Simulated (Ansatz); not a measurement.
# TaN: the cost of one run

Computed with Ansatz 0.2.0 (DFT, PBE, plane-wave PAW, default files, scalar-relativistic, unless a step's input says otherwise).

## Step 1: The system as given

It takes space group P-62m (No. 189, hexagonal). The conventional cell has a = 5.196 Å, b = 5.196 Å, c = 2.911 Å, α = 90.00°, β = 90.00°, γ = 120.00°. Ta (site symmetry -6) is surrounded by 6 N at 2.16 Å. Ta (site symmetry -62m) has 3 N at 2.04 Å as nearest neighbours. N (site symmetry m2m) has 5 Ta at 2.04 to 2.16 Å as nearest neighbours.

Coordinates:

```cif
data_structure
_symmetry_space_group_name_H-M 'P 1'
_symmetry_Int_Tables_number 1
_cell_length_a 5.1960
_cell_length_b 5.1960
_cell_length_c 2.9110
_cell_angle_alpha 90.000
_cell_angle_beta 90.000
_cell_angle_gamma 120.000
_cell_volume 68.06
loop_
_atom_site_label
_atom_site_type_symbol
_atom_site_fract_x
_atom_site_fract_y
_atom_site_fract_z
_atom_site_occupancy
Ta1 Ta 0.33333 0.66667 0.50000 1
Ta2 Ta 0.66667 0.33333 0.50000 1
Ta3 Ta 0.00000 0.00000 0.00000 1
N1 N 0.39285 0.00000 0.00000 1
N2 N 0.60715 0.60715 0.00000 1
N3 N 0.00000 0.39285 0.00000 1
```

## Step 2: First run, atoms as given

Input file input.yaml:

```yaml
crystal:
  lattice:
    - [5.1960008669, 0.0, 0.0]
    - [-2.5980004334, 4.4998687488, 0.0]
    - [0.0, 0.0, 2.911]
  atoms:
    - { symbol: Ta, position: [0.3333333333, 0.6666666667, 0.5], spin: 2.0 }
    - { symbol: Ta, position: [0.6666666667, 0.3333333333, 0.5], spin: 2.0 }
    - { symbol: Ta, position: [0.0, 0.0, 0.0], spin: 2.0 }
    - { symbol: "N", position: [0.39285, 0.0, 0.0] }
    - { symbol: "N", position: [0.60715, 0.60715, 0.0] }
    - { symbol: "N", position: [0.0, 0.39285, 0.0] }
magnetization:
  spin_polarized: true
kpoints:
  mp_grid: { grid: [7, 7, 10] }
scf:
  occupations: { method: fermi_dirac, width: 0.02 }
hamiltonian:
  xc: pbe
  pseudopotentials: { kind: paw }
output:
  forces: true
  stress: true
  populations: true
  efg:
    quadrupole_moments_barn: { Ta: 3.17, "N": 0.02044 }
    contact_densities: true
  write_density: true
  write_potential: true
  elf: true
  volumetric_format: npy
```

Command:

```sh
$ ansatz run input.yaml --threads 1 --pin off --max-ram 3072MiB --backend cpu --events-out ev --progress --plain --runs-dir out
```

What time and memory should one allow on 1 thread of AMD EPYC 9R14 (Zen 4), shared host?

About 23 s, with a peak of 0.53 GiB.
